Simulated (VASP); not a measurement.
# Ga3Sb (I4/mmm) in VASP: density of states with PBE

Aim: the density of states of Ga3Sb with PBE.

Everything below comes from runs of VASP 6.6.1. Logs are shortened: lines on timing, memory, paths and dates and some standing lists are left out, and cuts for length are marked.

## 1. Starting point

Symmetry: I4/mmm, No. 139, tetragonal system. Conventional cell: a = 4.459 Å, b = 4.459 Å, c = 8.910 Å, α = 90.00°, β = 90.00°, γ = 90.00°. Around Ga (site symmetry -4m2) lie 8 Ga at 3.15 Å and 4 Sb at 3.15 Å. Around Ga (site symmetry 4/mmm) lie 8 Ga at 3.15 Å and 4 Sb at 3.15 Å. Sb (site symmetry 4/mmm) has 12 Ga at 3.15 Å as nearest neighbours.

The cell was built by a generator and needn't be a form met in nature.

## 2. Density of states, PBE

POSCAR reads:

```
Ga3Sb
1.0
   -2.2295800000      2.2295800000      4.4552400000
    2.2295800000     -2.2295800000      4.4552400000
    2.2295800000      2.2295800000     -4.4552400000
Ga Sb
3 1
Direct
    0.7500000000      0.2500000000      0.5000000000
    0.2500000000      0.7500000000      0.5000000000
    0.5000000000      0.5000000000      0.0000000000
    0.0000000000      0.0000000000      0.0000000000
```

INCAR.step1 reads:

```
ALGO = Normal
EDIFF = 1E-6
ENCUT = 520
GGA = PE
ISIF = 2
ISMEAR = 0
KPAR = 4
LASPH = T
LCHARG = T
LREAL = F
LWAVE = F
NELM = 80
PREC = Accurate
SIGMA = 0.1
```

KPOINTS.step1 reads:

```
k-points
0
Gamma
  10 10 10
```

INCAR.step2 reads:

```
ALGO = Normal
EDIFF = 1E-6
ENCUT = 520
GGA = PE
ICHARG = 11
ISIF = 2
ISMEAR = -5
KPAR = 4
LASPH = T
LCHARG = F
LORBIT = 10
LREAL = F
LWAVE = F
NEDOS = 2001
NELM = 80
PREC = Accurate
SIGMA = 0.1
```

KPOINTS.step2 reads:

```
k-points
0
Gamma
  15 15 15
```

Potentials or basis: VASP PAW PBE potentials, release 64 (Ga_d, Sb).

Started as:

```bash
> cat potpaw_PBE.64/Ga_d/POTCAR potpaw_PBE.64/Sb/POTCAR > POTCAR
> cp INCAR.step1 INCAR
> cp KPOINTS.step1 KPOINTS
> mpirun -np 4 vasp_std > vasp.out
> cp INCAR.step2 INCAR
> cp KPOINTS.step2 KPOINTS
> mpirun -np 4 vasp_std > vasp.out
```

OUTCAR:

```text
EDIFF = 1E-6
   ENCUT = 520
   GGA = PE
   ICHARG = 11
   ISIF = 2
   ISMEAR = -5
   LASPH = T
   LORBIT = 10
   LREAL = F
   NELM = 80
   PREC = Accurate

 ion  position               nearest neighbor table
   1  0.750  0.250  0.500-   4 3.15   4 3.15   4 3.15   4 3.15
   2  0.250  0.750  0.500-   4 3.15   4 3.15   4 3.15   4 3.15
   3  0.500  0.500  0.000-   4 3.15   4 3.15   4 3.15   4 3.15
   4  0.000  0.000  0.000-   1 3.15   2 3.15   1 3.15   2 3.15   1 3.15   2 3.15   1 3.15   2 3.15
                             3 3.15   3 3.15   3 3.15   3 3.15

  LATTYP: Found a body centered tetragonal cell.
 ALAT       =     4.4591600000
 C/A-ratio  =     1.9982418213

  Lattice vectors:

 A1 = (  -2.2295800000,   2.2295800000,   4.4552400000)
 A2 = (   2.2295800000,  -2.2295800000,   4.4552400000)
 A3 = (   2.2295800000,   2.2295800000,  -4.4552400000)

Analysis of symmetry for initial positions (statically):
=====================================================================
 Subroutine PRICEL returns:
 Original cell was already a primitive cell.

 Routine SETGRP: Setting up the symmetry group for a
 body centered tetragonal supercell.

 Subroutine GETGRP returns: Found 16 space group operations
 (whereof 16 operations were pure point group operations)
 out of a pool of 16 trial point group operations.

The static configuration has the point symmetry D_4h.

Analysis of symmetry for dynamics (positions and initial velocities):
=====================================================================
 Subroutine PRICEL returns:
 Original cell was already a primitive cell.

 Routine SETGRP: Setting up the symmetry group for a
 body centered tetragonal supercell.

 Subroutine GETGRP returns: Found 16 space group operations
 (whereof 16 operations were pure point group operations)
 out of a pool of 16 trial point group operations.

The dynamic configuration has the point symmetry D_4h.

 Subroutine INISYM returns: Found 16 space group operations
 (whereof 16 operations are pure point group operations),
 and found     1 'primitive' translations

----------------------------------------------------------------------------------------

                                     Primitive cell

  volume of cell :      88.5885

  direct lattice vectors                    reciprocal lattice vectors
    -2.229580000  2.229580000  4.455240000     0.000000000  0.224257483  0.112227400
     2.229580000 -2.229580000  4.455240000     0.224257483  0.000000000  0.112227400
     2.229580000  2.229580000 -4.455240000     0.224257483  0.224257483  0.000000000

  length of vectors
     5.458133143  5.458133143  5.458133143     0.250771625  0.250771625  0.317147975

  position of ions in fractional coordinates (direct lattice)
     0.750000000  0.250000000  0.500000000
     0.250000000  0.750000000  0.500000000
     0.500000000  0.500000000  0.000000000
     0.000000000  0.000000000  0.000000000

  ion indices of the primitive-cell ions
   primitive index   ion index
                 1           1
                 2           2
                 3           3
                 4           4

----------------------------------------------------------------------------------------

 KPOINTS: k-points

Automatic generation of k-mesh.
 Grid dimensions read from file:
 generate k-points for:   15   15   15

 Generating k-lattice:

  Cartesian coordinates                     Fractional coordinates (reciprocal lattice)
     0.000000000  0.014950499  0.007481827     0.066666667 -0.000000000  0.000000000
     0.014950499  0.000000000  0.007481827    -0.000000000  0.066666667  0.000000000
     0.014950499  0.014950499  0.000000000     0.000000000  0.000000000  0.066666667

  Length of vectors
     0.016718108  0.016718108  0.021143198

  Shift w.r.t. Gamma in fractional coordinates (k-lattice)
     0.000000000  0.000000000  0.000000000

 TETIRR: Found   4311 inequivalent tetrahedra from    20250

 Subroutine IBZKPT returns following result:
 ===========================================

 Found    288 irreducible k-points:

 Following reciprocal coordinates:
            Coordinates               Weight
  0.000000  0.000000  0.000000      1.000000
  0.066667 -0.000000  0.000000      8.000000
  0.133333 -0.000000  0.000000      8.000000
  0.200000  0.000000  0.000000      8.000000
  0.266667 -0.000000  0.000000      8.000000
  0.333333  0.000000  0.000000      8.000000
[... 16 lines left out ...]
  0.133333  0.133333  0.000000      8.000000
  0.200000  0.133333  0.000000     16.000000
 [... further k-points ...]
   k-points           NKPTS =    288   k-points in BZ     NKDIM =    288   number of bands    NBANDS=     26
   number of dos      NEDOS =   2001   number of ions     NIONS =      4
   total plane-waves  NPLWV =  74088
   dimension x,y,z NGX =    42 NGY =   42 NGZ =   42
   dimension x,y,z NGXF=    84 NGYF=   84 NGZF=   84
   ions per type =               3   1
   NGX,Y,Z   is equivalent  to a cutoff of  12.79, 12.79, 12.79 a.u.
   NGXF,Y,Z  is equivalent  to a cutoff of  25.59, 25.59, 25.59 a.u.
 SYSTEM =  unknown system
   PREC   = accura    normal or accurate (medium, high low for compatibility)
   ISTART =      0    job   : 0-new  1-cont  2-samecut
   ICHARG =     11    charge: 1-file 2-atom 10-const
   ISPIN  =      1    spin polarized calculation?
   LNONCOLLINEAR =      F non collinear calculations
   LSORBIT =      F    spin-orbit coupling
   LASPH  =      T    aspherical Exc in radial PAW
   ENCUT  =  520.0 eV  38.22 Ry    6.18 a.u.  10.15 10.15 10.15*2*pi/ulx,y,z
   NELM   =     80;   NELMIN=  2; NELMDL=  0     # of ELM steps
   EDIFF  = 0.1E-05   stopping-criterion for ELM
   LREAL  =      F    real-space projection
   EDIFFG = 0.1E-04   stopping-criterion for IOM
   NSW    =      0    number of steps for IOM
   IBRION =     -1    ionic relax: 0-MD 1-quasi-New 2-CG
   NFREE  =      0    steps in history (QN), initial steepest desc. (CG)
   ISIF   =      2    stress and relaxation
   ISYM   =      2    0-nonsym 1-usesym 2-fastsym
   POTIM  = 0.5000    time-step for ionic-motion
   TEBEG  =    0.0;   TEEND  =   0.0 temperature during run
   PSTRESS=    0.0 pullay stress
   NELECT =      44.0000    total number of electrons
   NUPDOWN=      -1.0000    fix difference up-down
   EMIN   =  10.00;   EMAX   =-10.00  energy-range for DOS
   EFERMI =   0.00;   METHOD = LEGACY
   ISMEAR =    -5;   SIGMA  =   0.10  broadening in eV -4-tet -1-fermi 0-gaus
   EFERMI_NEDOS =   21; number of points for ismear=-14 and -15
   IALGO  =     38    algorithm
   IMIX   =      4    mixing-type and parameters
     AMIX     =   0.40;   BMIX     =  1.00
     AMIX_MAG =   1.60;   BMIX_MAG =  1.00
  volume/ion in A,a.u.               =      22.15       149.46
  Fermi-wavevector in a.u.,A,eV,Ry     =   1.296482  2.449997 22.869581  1.680867
  Thomas-Fermi vector in A             =   2.427936
   LORBIT       =     10    0 simple, 1 ext, 2 COOP (PROOUT), +10 PAW based schemes
   GGA     = PE    functional components
   LHFCALC =     F    Hartree Fock is set to
   AEXX    =    0.0000 exact exchange contribution
   IVDW    =     0    specifies the selected vdW correction
   LEPSILON=     F    determine dielectric tensor
   LRPA    =     F    only Hartree local field effects (RPA)
 non-spin polarized calculation
 Fermi weights with tetrahedron method with Bloechl corrections
  energy-cutoff  :      520.00
  volume of cell :       88.59
 maximum number of plane-waves:      2417
 NGX is ok and might be reduce to    42

 number of electron      43.9999986 magnetization

 Free energy of the ion-electron system (eV)
  ---------------------------------------------------
  ext. energy  EPLUGINS =         0.00000000
  ---------------------------------------------------
  free energy    TOTEN  =       -12.58066623 eV

  energy without entropy =      -12.58066623  energy(sigma->0) =      -12.58066623

 E-fermi :   5.9293     XC(G=0): -10.4735

 val. band max:        6.0475393449   @ k =  -0.4667   0.4667   0.1333
 cond. band min:       5.7936469816   @ k =  -0.4000  -0.4000   0.2000
 fundamental gap:     -0.2538923633
 Fermi energy:         5.9292611225

 k-point     1 :       0.0000    0.0000    0.0000
  band No.  band energies     occupation
      1      -8.9762      2.00000
      2      -8.9406      2.00000
      3      -8.9247      2.00000
      4      -8.9018      2.00000
      5      -8.9018      2.00000
      6      -8.8933      2.00000
[... 18 lines left out ...]
     25       6.4838      0.00000
     26       6.7760      0.00000

 k-point     2 :       0.0667   -0.0000    0.0000
  band No.  band energies     occupation
      1      -8.9740      2.00000
      2      -8.9402      2.00000
      3      -8.9237      2.00000
      4      -8.9069      2.00000
      5      -8.9047      2.00000
      6      -8.8900      2.00000
[... 18 lines left out ...]
     25       6.9129      0.00000
     26       7.0540      0.00000

 k-point     3 :       0.1333   -0.0000    0.0000
  band No.  band energies     occupation
      1      -8.9676      2.00000
      2      -8.9396      2.00000
      3      -8.9204      2.00000
      4      -8.9148      2.00000
      5      -8.9070      2.00000
      6      -8.8858      2.00000
[... 572 lines left out ...]
 k-point    23 :       0.1333    0.1333    0.0000
  band No.  band energies     occupation
      1      -8.9612      2.00000
      2      -8.9447      2.00000
      3      -8.9207      2.00000
      4      -8.9207      2.00000
      5      -8.9057      2.00000
      6      -8.8869      2.00000
[... 18 lines left out ...]
     25       7.4325      0.00000
     26       8.6548      0.00000

 k-point    24 :       0.2000    0.1333    0.0000
  band No.  band energies     occupation
      1      -8.9551      2.00000
      2      -8.9457      2.00000
      3      -8.9247      2.00000
      4      -8.9156      2.00000
      5      -8.8982      2.00000
      6      -8.8881      2.00000
[... 18 lines left out ...]
     25       7.4726      0.00000
     26       9.1015      0.00000

 [... further k-points ...]

------------------------ aborting loop because EDIFF is reached ----------------------------------------

  FORCE on cell =-STRESS in cart. coord.  units (eV):
  Direction    XX          YY          ZZ          XY          YZ          ZX
  --------------------------------------------------------------------------------------
  -------------------------------------------------------------------------------------
  Total       -0.0036217     -0.0036217     -0.3236659      0.0000000      0.0000000      0.0000000
  in kB       -0.0655012     -0.0655012     -5.8536981      0.0000000      0.0000000      0.0000000
  external PRESSURE =      -1.9949001 kB  Pullay stress =       0.0000000 kB

 VOLUME and BASIS-vectors are now :
 -----------------------------------------------------------------------------
  energy-cutoff  :      520.00
  volume of cell :       88.59
      direct lattice vectors                 reciprocal lattice vectors
    -2.229580000  2.229580000  4.455240000     0.000000000  0.224257483  0.112227400
     2.229580000 -2.229580000  4.455240000     0.224257483  0.000000000  0.112227400
     2.229580000  2.229580000 -4.455240000     0.224257483  0.224257483  0.000000000

 POSITION                                       TOTAL-FORCE (eV/Angst)
 -----------------------------------------------------------------------------------
      0.00000      2.22958      2.22762         0.000000     -0.000000     -0.000000
      2.22958      0.00000      2.22762         0.000000      0.000000      0.000000
      0.00000      0.00000      4.45524        -0.000000      0.000000     -0.000000
      0.00000      0.00000      0.00000        -0.000000      0.000000     -0.000000
 -----------------------------------------------------------------------------------
    total drift:                               -0.000000      0.000000      0.000000

  FREE ENERGIE OF THE ION-ELECTRON SYSTEM (eV)
  ---------------------------------------------------
  free  energy   TOTEN  =       -12.5806662296 eV

  energy  without entropy=      -12.5806662296  energy(sigma->0) =      -12.58066623

 total charge

# of ion       s       p       d       tot
------------------------------------------
    1        1.077   0.446   9.948  11.471
    2        1.077   0.446   9.948  11.471
    3        1.087   0.442   9.948  11.477
    4        1.227   1.105   0.037   2.369
--------------------------------------------------
tot          4.467   2.439  29.882  36.788
```

Run time: 6.2 min. Hardware: 4 MPI ranks of Intel Xeon Platinum 8375C at 2.90GHz (Ice Lake), shared host; peak memory 0.67 GiB.

Results:

```
Valence electrons inside the program's atomic spheres : Ga 11.47, 11.48; Sb 2.37
```

States per cell in windows of 1 eV (zero at the Fermi level; states under -8 eV left out):
```csv
from (eV),total,Sb4_p,Ga3_s,Ga1_s,Ga2_s,Ga1_p,Ga2_p
-8.0,1.19,0.06,0.15,0.13,0.13,0.02,0.02
-7.0,1.30,0.06,0.15,0.14,0.14,0.02,0.02
-6.0,1.41,0.06,0.15,0.19,0.19,0.02,0.02
-5.0,1.33,0.08,0.20,0.16,0.16,0.03,0.03
-4.0,1.35,0.12,0.12,0.12,0.12,0.05,0.05
-3.0,1.60,0.22,0.06,0.07,0.07,0.09,0.09
-2.0,1.98,0.27,0.10,0.10,0.10,0.11,0.11
-1.0,1.74,0.23,0.09,0.08,0.08,0.10,0.10
0.0,1.90,0.21,0.05,0.08,0.08,0.13,0.13
1.0,1.89,0.19,0.06,0.05,0.05,0.16,0.16
2.0,2.23,0.21,0.06,0.04,0.04,0.23,0.23
3.0,1.48,0.15,0.03,0.02,0.02,0.17,0.17
4.0,0.36,0.05,0.01,0.00,0.00,0.03,0.03
5.0,0.14,0.03,0.00,0.00,0.00,0.01,0.01
6.0,0.01,0.00,0.00,0.00,0.00,0.00,0.00
```

Caveat: tetrahedron occupations give inexact forces and stress in metals.
